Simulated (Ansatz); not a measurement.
# A computed series for InN: pressure series

The reference is InN in the zinc blende structure (space group F-43m, No. 216; a = 5.0490 Å).

Cell and atoms are relaxed at each pressure.

Calculations: Ansatz (a program for electronic structure) PBE, no SOC.

```tsv
pressure (GPa)	volume per atom (Å³/atom)
-2	16.367
0	16.089
0.3	16.050
0.7	15.998
1.5	?
3	15.717
5	15.493
7.5	15.237
10	15.002
```

Q: Fit the third-order Birch–Murnaghan form P(V) = (3B₀/2)[(V₀/V)^(7/3) − (V₀/V)^(5/3)]·[1 + (3/4)(B₀′ − 4)((V₀/V)^(2/3) − 1)] (squares taken in P) to the rows shown and predict the withheld row.

A: Least squares on the printed values gives V₀ = 16.089 Å³/atom, B₀ = 121 GPa, B₀′ = 4.7; this predicts 15.897 Å³/atom, and the run gives 15.899 Å³/atom, 0.002 higher.

A case with no gap was solved on a k-mesh chosen for an insulator, which is coarse for it. Load acts through the strain it causes; cell and atoms are relaxed under it. Whether these cells are dynamically stable was not tested. Tetrahedral semiconductors of this kind turn to denser phases somewhere between about 1 and 50 GPa; those were not computed, so compressed cells here can lie past the real transition. All final runs are without spin polarisation. This is not the structure that InN has at room temperature and ambient pressure.
